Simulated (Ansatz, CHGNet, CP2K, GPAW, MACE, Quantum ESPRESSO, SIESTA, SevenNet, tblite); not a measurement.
# AlP(100) slab, H on both faces (90 atoms) in CP2K

How do the settings of CP2K change the result for AlP(100) slab, H on both faces (90 atoms)? A plane-wave run serves as the yardstick.

Method: the method is named at each step, in CP2K 2026.2.

**1. The starting structure**

The cell holds 90 atoms: 27 Al, 27 P and 36 H. Its edges and angles: a = 11.589 Å, b = 11.589 Å, c = 18.561 Å, α = 90.0°, β = 90.0°, γ = 90.0°. It derives from AlP (zinc-blende). Zinc-blende AlP (a = 5.463 Å), (100) slab of 6 atomic planes, 3 x 3 surface cells, H on the broken bonds of both faces, 10 Å of vacuum; displaced by a Gaussian of 0.02 Å. Then every atom was moved at random, 0.02 Å r.m.s. a Cartesian component (hydrogen 0.6 of that). Regions: slab, 54 atoms (27 Al and 27 P); hydrogen, 36 atoms (36 H). Vacuum lies along c.

The yardstick, on the same geometry:

| Property | Result |
| --- | --- |
| method | Kohn-Sham DFT, PBE, PAW, plane waves (Ansatz 0.2.0); cutoff 420 eV, Γ point, fermi-dirac smearing of 0.05 eV; PAW set soft_2 |
| r.m.s. force component | 0.5113 eV/Å |
| longest force | 2.23 eV/Å |
| SCF cycles | 18 |
| time | 13 s on 8 threads of Arm Neoverse V2, shared host |
| CPU time | 93 s |

**2. PBE, DZVP-MOLOPT-SR, 450/50 Ry, diagonalisation**

Method: Kohn-Sham DFT, PBE, GTH-PBE pseudopotentials, Gaussian and plane waves, DZVP-MOLOPT-SR-GTH, diagonalisation.

Input file input.inp:

```
&GLOBAL
  PROJECT cell
  RUN_TYPE ENERGY_FORCE
  PRINT_LEVEL LOW
&END GLOBAL
&FORCE_EVAL
  METHOD QS
  &DFT
    BASIS_SET_FILE_NAME BASIS_MOLOPT
    POTENTIAL_FILE_NAME GTH_POTENTIALS
    &MGRID
      CUTOFF 450
      REL_CUTOFF 50
    &END MGRID
    &QS
      EPS_DEFAULT 1.0E-12
    &END QS
    &SCF
      SCF_GUESS ATOMIC
      EPS_SCF 1.0E-06
      MAX_SCF 200
      ADDED_MOS 35
      &DIAGONALIZATION
        ALGORITHM STANDARD
      &END DIAGONALIZATION
      &SMEAR ON
        METHOD FERMI_DIRAC
        ELECTRONIC_TEMPERATURE [K] 580
      &END SMEAR
      &MIXING
        METHOD BROYDEN_MIXING
        ALPHA 0.15
        NBROYDEN 8
      &END MIXING
      &PRINT
        &RESTART OFF
        &END RESTART
      &END PRINT
    &END SCF
    &XC
      &XC_FUNCTIONAL PBE
      &END XC_FUNCTIONAL
    &END XC
    &PRINT
      &MULLIKEN ON
      &END MULLIKEN
      &HIRSHFELD ON
        SHAPE_FUNCTION DENSITY
      &END HIRSHFELD
      &MO ON
        EIGENVALUES T
        OCCUPATION_NUMBERS T
        MO_INDEX_RANGE 115 138
        &EACH
          QS_SCF 0
        &END EACH
        ADD_LAST NUMERIC
      &END MO
    &END PRINT
  &END DFT
  &SUBSYS
    &CELL
      A 11.58877 0.00000 0.00000
      B 0.00000 11.58877 0.00000
      C 0.00000 0.00000 18.56080
    &END CELL
    &TOPOLOGY
      COORD_FILE_NAME structure.xyz
      COORD_FILE_FORMAT XYZ
    &END TOPOLOGY
    &KIND Al
      BASIS_SET DZVP-MOLOPT-SR-GTH-q3
      POTENTIAL GTH-PBE-q3
    &END KIND
    &KIND P
      BASIS_SET DZVP-MOLOPT-SR-GTH-q5
      POTENTIAL GTH-PBE-q5
    &END KIND
    &KIND H
      BASIS_SET DZVP-MOLOPT-SR-GTH-q1
      POTENTIAL GTH-PBE-q1
    &END KIND
  &END SUBSYS
  &PRINT
    &FORCES ON
    &END FORCES
  &END PRINT
&END FORCE_EVAL
```

Input file structure.xyz:

```xyz
90

Al 3.08111 1.96464 7.17152
P 3.07717 3.82429 5.85742
Al 1.17939 3.88328 9.88957
P 1.21427 1.94506 8.53203
Al 3.08690 1.95700 12.62190
P 3.05410 3.85083 11.28385
Al 3.12120 5.81976 7.21700
P 3.08794 7.72600 5.81937
Al 1.14787 7.71592 9.91351
P 1.15772 5.85117 8.56340
Al 3.08342 5.84561 12.69614
P 3.14345 7.77120 11.30872
Al 3.06917 9.70641 7.17208
P 3.05758 11.58657 5.80285
Al 1.18101 11.53071 9.87546
P 1.18171 9.67685 8.57862
Al 3.09930 9.61926 12.63916
P 3.07473 11.54299 11.23949
Al 6.96972 1.92003 7.21662
P 6.97412 3.91457 5.81547
Al 5.00391 3.89267 9.92297
P 5.01481 1.95514 8.55374
Al 6.97737 1.94332 12.69503
P 6.92510 3.88212 11.28237
Al 6.94909 5.80041 7.15575
P 6.96879 7.69228 5.84944
Al 5.03011 7.75520 9.91833
P 5.02686 5.78419 8.59309
Al 6.97818 5.80783 12.65568
P 6.88628 7.75254 11.28237
Al 6.96288 9.61045 7.17264
P 6.94457 0.00139 5.76721
Al 5.02292 0.04589 9.86562
P 4.96903 9.61648 8.55115
Al 6.98305 9.69401 12.63248
P 6.95825 0.00012 11.26344
Al 10.77999 1.93706 7.21069
P 10.81626 3.85048 5.80693
Al 8.90307 3.84828 9.96270
P 8.91084 1.94008 8.54632
Al 10.85288 1.98678 12.64751
P 10.78694 3.84782 11.28589
Al 10.81035 5.78488 7.17579
P 10.81765 7.64697 5.77074
Al 8.88928 7.71592 9.92316
P 8.85741 5.77828 8.56395
Al 10.82739 5.76321 12.65048
P 10.79413 7.74280 11.29202
Al 10.83388 9.64533 7.22052
P 10.83318 0.03059 5.81027
Al 8.85394 11.54995 9.91704
P 8.90887 9.63201 8.57101
Al 10.79934 9.65773 12.68297
P 10.85126 11.56246 11.29350
H 4.22005 3.85790 4.96817
H 1.90264 3.86636 4.98246
[... 30 atom lines left out ...]
H 0.37779 0.00093 5.02534
H 9.65750 11.58309 4.99601
H 0.51095 9.68450 13.56813
H 9.50175 9.64800 13.51913
```

The run is started by

```console
OMP_NUM_THREADS=2 cp2k.psmp -i input.inp > output.txt
```

Numbers of over 12 decimals in the logs are rounded to 6 here.

The program printed:

```text
CP2K| version string:                                       CP2K version 2026.2
 CP2K| Input file name                                                 input.inp
 GLOBAL| Basis set file name                                        BASIS_MOLOPT
 GLOBAL| Potential file name                                      GTH_POTENTIALS
 GLOBAL| Run type                                                   ENERGY_FORCE
 GLOBAL| Total number of message passing processes                             1
 GLOBAL| Number of threads for this process                                    2
 TOTAL NUMBERS AND MAXIMUM NUMBERS
  Total number of            - Atomic kinds:                                   3
                             - Atoms:                                         90
                             - Shell sets:                                    90
                             - Shells:                                       378
                             - Primitive Cartesian functions:                396
                             - Cartesian basis functions:                    936
                             - Spherical basis functions:                    882
  Maximum angular momentum of- Orbital basis functions:                        2
                             - Local part of the GTH pseudopotential:          2
                             - Non-local part of the GTH pseudopotential:      2
 SCF PARAMETERS         Density guess:                                    ATOMIC
                        max_scf:                                             200
                        eps_scf:                                        1.00E-06
                        added MOs                                        35    0
                        Mixing method:                            BROYDEN_MIXING
                                                charge density mixing in g-space
                        Smear method:                                FERMI_DIRAC
                        Electronic temperature [K]:                        580.0
                        Electronic temperature [a.u.]:                  1.84E-03
                        Accuracy threshold:                             1.00E-10
 Extrapolation method: initial_guess
 Number of electrons:                                                        252
 Number of occupied orbitals:                                                126
 Number of molecular orbitals:                                               161
 Number of orbital functions:                                                882
 Number of independent orbital functions:                                    882
 SCF WAVEFUNCTION OPTIMIZATION
  Step     Update method      Time    Convergence         Total energy    Change
     1 NoMix/Diag. 0.15E+00    4.2     1.32423085      -253.2363764234 -2.53E+02
     2 Broy./Diag. 0.15E+00    5.4     0.04630096      -250.1553409529  3.08E+00
     3 Broy./Diag. 0.15E+00    5.4     0.25643221      -252.6761633505 -2.52E+00
     4 Broy./Diag. 0.15E+00    5.3     0.14952156      -257.1263203136 -4.45E+00
[...]
35 Broy./Diag. 0.15E+00    5.6     0.00000137      -254.9717382036 -1.93E-05
    36 Broy./Diag. 0.15E+00    5.6     0.00000057      -254.9717525401 -1.43E-05
  *** SCF run converged in    36 steps ***
  Electronic density on regular grids:       -251.9999999999        0.0000000001
  Core density on regular grids:              251.9999999995       -0.0000000005
  Total charge density on r-space grids:       -0.0000000003
  Total charge density g-space grids:          -0.0000000003
  Overlap energy of the core charge distribution:               6.58612e-07
  Self energy of the core charge distribution:               -645.931470
  Core Hamiltonian energy:                                    147.549199
  Hartree energy:                                             323.537113
  Exchange-correlation energy:                                -80.116980
  Electronic entropic energy:                                  -0.00961523
  Fermi energy:                                                 0.055591
  Total energy:                                              -254.971753
  Total energy (extrapolated to T->0):                       -254.966945
 MO| EIGENVALUES AND OCCUPATION NUMBERS
 MO|
 MO|  Index      Eigenvalue [a.u.]        Eigenvalue [eV]             Occupation
 MO|    115              -0.030733              -0.836291               2.000000
 MO|    116              -0.026630              -0.724638               2.000000
 MO|    117              -0.025607              -0.696793               2.000000
[...]
MO|    137               0.069318               1.886231               0.001135
 MO|    138               0.070742               1.924990               0.000523
 MO| Sum:                                                             252.000000
 MO| E(Fermi):            0.055591 a.u.          1.512705 eV
 !-----------------------------------------------------------------------------!
                     Mulliken Population Analysis
 #  Atom  Element  Kind  Atomic population                           Net charge
       1     Al       1          2.618752                              0.381248
       2     P        2          5.179509                             -0.179509
       3     Al       1          2.545904                              0.454096
[...]
89     H        3          0.985497                              0.014503
      90     H        3          0.992498                              0.007502
 # Total charge                            252.000000                  0.000000
 !-----------------------------------------------------------------------------!
 !-----------------------------------------------------------------------------!
                           Hirshfeld Charges
  #Atom  Element  Kind  Ref Charge     Population                    Net charge
      1       Al     1       3.000          2.835                         0.165
      2       P      2       5.000          5.002                        -0.002
      3       Al     1       3.000          2.805                         0.195
[...]
89       H      3       1.000          1.101                        -0.101
     90       H      3       1.000          1.101                        -0.101
  Total Charge                                                           -0.000
 !-----------------------------------------------------------------------------!
 ENERGY| Total FORCE_EVAL ( QS ) energy [hartree]           -254.971754
 FORCES| Atomic forces [hartree/bohr]
 FORCES|   Atom     x               y               z               |f|
 FORCES|      1  6.13173841E-03 -1.31798340E-02  1.10792735E-02   1.82772138E-02
 FORCES|      2 -2.68079693E-03  1.91629137E-02 -9.65914866E-03   2.16264441E-02
 FORCES|      3 -7.43278271E-03 -9.59364963E-04  1.15390856E-02   1.37592564E-02
[...]
FORCES|     89  4.33600719E-04 -6.76178467E-04  5.67585334E-03   5.73241119E-03
 FORCES|     90 -2.89891609E-03 -5.57641074E-04  9.56909869E-03   1.00141064E-02
 FORCES| Sum    -2.00183999E-06  6.68510319E-07 -1.27046539E-07
 FORCES| Total atomic force                                       2.11433446E-06
```

The job ended after 3.5 min (2 threads of Arm Neoverse V2, shared host; peak memory 3.7 GiB).

Banners, paths, timers and routine set-up lines are dropped from the logs unmarked, and long logs keep their key lines alone; longer cuts are marked.

Numbers from this run, and their distance from the reference:

```yaml
r_m_s_force_component: 0.5244 eV/Å
r_m_s_difference_of_force_components: 78.44 meV/Å
longest_difference_of_force_vectors: 305.6 meV/Å
force_difference_over_r_m_s_force: 15.34 %
slope_of_forces_against_the_reference_s: 1.014
correlation_of_force_components: 0.9888
```

Length of the force difference by element (eV/Å):

```csv
element,atoms,mean,most
Al,27,0.10,0.22
H,36,0.16,0.31
P,27,0.074,0.20
```

The surroundings of P16, picked at random, nearest first, numbered as they follow in the input and with coordinates relative to it.

| atom | x | y | z | distance (Å) | bonds | Hirshfeld charge (e) | Fx | Fy | Fz (eV/Å) |
| --- | --- | --- | --- | --- | --- | --- | --- | --- | --- |
| P16 | 0.00 | 0.00 | 0.00 | 0.00 | 4 | -0.21 | -0.20 | -0.76 | -1.38 |
| Al15 | 0.00 | 1.85 | 1.30 | 2.26 | 4 | 0.18 | -0.27 | 0.96 | 1.03 |
| Al13 | 1.89 | 0.03 | -1.41 | 2.35 | 4 | 0.17 | 0.03 | -0.53 | 0.45 |
| Al49 | -1.94 | -0.03 | -1.36 | 2.37 | 4 | 0.18 | 0.11 | -0.13 | -0.10 |
| Al9 | -0.03 | -1.96 | 1.33 | 2.37 | 4 | 0.20 | 0.21 | 0.49 | 1.10 |
| P18 | 1.89 | 1.87 | 2.66 | 3.76 | 4 | -0.19 | 0.37 | 0.45 | -0.27 |
| P34 | 3.79 | -0.06 | -0.03 | 3.79 | 4 | -0.21 | 0.60 | 0.73 | -1.17 |
| P54 | -1.92 | 1.89 | 2.71 | 3.82 | 4 | -0.19 | -0.28 | 0.43 | -0.80 |
| P10 | -0.02 | -3.83 | -0.02 | 3.83 | 4 | -0.21 | 0.02 | -0.52 | -1.17 |

Forces lie 15 % from the reference's, at 3.9 times its CPU time (on 2 against 8 cores).

**3. PBE, SZV-MOLOPT-SR, 450/50 Ry, diagonalisation**

Method: Kohn-Sham DFT, PBE, GTH-PBE pseudopotentials, Gaussian and plane waves, SZV-MOLOPT-SR-GTH, diagonalisation.

Edit input.inp of step 2 so:

```diff
@@ -66,8 +66,31 @@
     &END CELL
-    &TOPOLOGY
-      COORD_FILE_NAME structure.xyz
-      COORD_FILE_FORMAT XYZ
-    &END TOPOLOGY
+    &COORD
+      Al 3.08111 1.96464 7.17152
+      P 3.07717 3.82429 5.85742
+      Al 1.17939 3.88328 9.88957
+      P 1.21427 1.94506 8.53203
+      Al 3.08690 1.95700 12.62190
+      P 3.05410 3.85083 11.28385
+      Al 3.12120 5.81976 7.21700
+      P 3.08794 7.72600 5.81937
+      Al 1.14787 7.71592 9.91351
+      P 1.15772 5.85117 8.56340
+      Al 3.08342 5.84561 12.69614
+      P 3.14345 7.77120 11.30872
+      Al 3.06917 9.70641 7.17208
+      P 3.05758 11.58657 5.80285
+      Al 1.18101 11.53071 9.87546
+      P 1.18171 9.67685 8.57862
+      Al 3.09930 9.61926 12.63916
+      P 3.07473 11.54299 11.23949
+      Al 6.96972 1.92003 7.21662
+      P 6.97412 3.91457 5.81547
+[... 66 atom lines left out ...]
+      H 0.37779 0.00093 5.02534
+      H 9.65750 11.58309 4.99601
+      H 0.51095 9.68450 13.56813
+      H 9.50175 9.64800 13.51913
+    &END COORD
     &KIND Al
-      BASIS_SET DZVP-MOLOPT-SR-GTH-q3
+      BASIS_SET SZV-MOLOPT-SR-GTH-q3
       POTENTIAL GTH-PBE-q3
@@ -75,3 +98,3 @@
     &KIND P
-      BASIS_SET DZVP-MOLOPT-SR-GTH-q5
+      BASIS_SET SZV-MOLOPT-SR-GTH-q5
       POTENTIAL GTH-PBE-q5
@@ -79,3 +102,3 @@
     &KIND H
-      BASIS_SET DZVP-MOLOPT-SR-GTH-q1
+      BASIS_SET SZV-MOLOPT-SR-GTH-q1
       POTENTIAL GTH-PBE-q1
```

The run is started by

```console
OMP_NUM_THREADS=1 cp2k.psmp -i input.inp > output.txt
```

The program printed:

```text
CP2K| version string:                                       CP2K version 2026.2
 CP2K| Input file name                                                 input.inp
 GLOBAL| Basis set file name                                        BASIS_MOLOPT
 GLOBAL| Potential file name                                      GTH_POTENTIALS
 GLOBAL| Run type                                                   ENERGY_FORCE
 GLOBAL| Total number of message passing processes                             1
 GLOBAL| Number of threads for this process                                    1
 TOTAL NUMBERS AND MAXIMUM NUMBERS
  Total number of            - Atomic kinds:                                   3
                             - Atoms:                                         90
[... lines left out ...]
                        Smear method:                                FERMI_DIRAC
[... lines left out ...]
 Number of electrons:                                                        252
[... lines left out ...]
  Step     Update method      Time    Convergence         Total energy    Change
[... lines left out ...]
  *** SCF run converged in    40 steps ***
[... lines left out ...]
  Fermi energy:                                                 0.113174
  Total energy:                                              -253.251517
  Total energy (extrapolated to T->0):                       -253.247644
[... lines left out ...]
 MO| E(Fermi):            0.113174 a.u.          3.079613 eV
[... lines left out ...]
       2     P        2          5.264764                             -0.264764
       3     Al       1          2.609310                              0.390690
[...]
89     H        3          0.983232                              0.016768
      90     H        3          0.984645                              0.015355
 # Total charge                            252.000000                  0.000000
 !-----------------------------------------------------------------------------!
 !-----------------------------------------------------------------------------!
                           Hirshfeld Charges
  #Atom  Element  Kind  Ref Charge     Population                    Net charge
      1       Al     1       3.000          2.831                         0.169
      2       P      2       5.000          5.004                        -0.004
      3       Al     1       3.000          2.791                         0.209
[...]
89       H      3       1.000          1.098                        -0.098
     90       H      3       1.000          1.100                        -0.100
  Total Charge                                                           -0.000
 !-----------------------------------------------------------------------------!
 ENERGY| Total FORCE_EVAL ( QS ) energy [hartree]           -253.251532
 FORCES| Atomic forces [hartree/bohr]
 FORCES|   Atom     x               y               z               |f|
 FORCES|      1  8.35654958E-03 -1.22693674E-02  1.31511779E-02   1.98323669E-02
 FORCES|      2 -4.58869748E-03  1.72206389E-02 -1.52592158E-02   2.34616755E-02
 FORCES|      3 -1.09335302E-02 -1.53512136E-03  2.15430021E-02   2.42074290E-02
[...]
FORCES|     89 -9.14995239E-03 -1.31197242E-03 -5.19963896E-05   9.24367914E-03
 FORCES|     90  6.60667169E-03 -5.45957850E-05  4.45924231E-03   7.97094307E-03
 FORCES| Sum    -3.00099929E-06  1.14100311E-06 -1.34201924E-06
 FORCES| Total atomic force                                       3.47978455E-06
```

Elapsed: 4.3 min, on 1 thread; peak memory 3.5 GiB.

Numbers from this run, and their distance from the reference:

```yaml
r_m_s_force_component: 0.6742 eV/Å
r_m_s_difference_of_force_components: 345.4 meV/Å
longest_difference_of_force_vectors: 1429 meV/Å
force_difference_over_r_m_s_force: 67.55 %
slope_of_forces_against_the_reference_s: 1.141
correlation_of_force_components: 0.8654
```

This is a coarse setting, run to see what it loses.

Against the first run (15 %), the force difference from the reference is 68 %, at 0.69 times the CPU time (on 1 against 2 cores), with 252 basis functions against 882: the smaller basis costs accuracy.

(Part 1 of 3 ends here.)

[Also dropped from logs without a mark: logging warnings of Python, and SIESTA's first energy breakdown and zero terms.]

[Logs are printed without paths, hosts, clocks, repeated set-up lines and the standing remarks that a program may print on its own settings, such as how far it seeks lower states.]

[Hosts, paths, dates, database ids (printed as entryN), source tags and the programs' standing remarks are cut or masked in the printed files.]
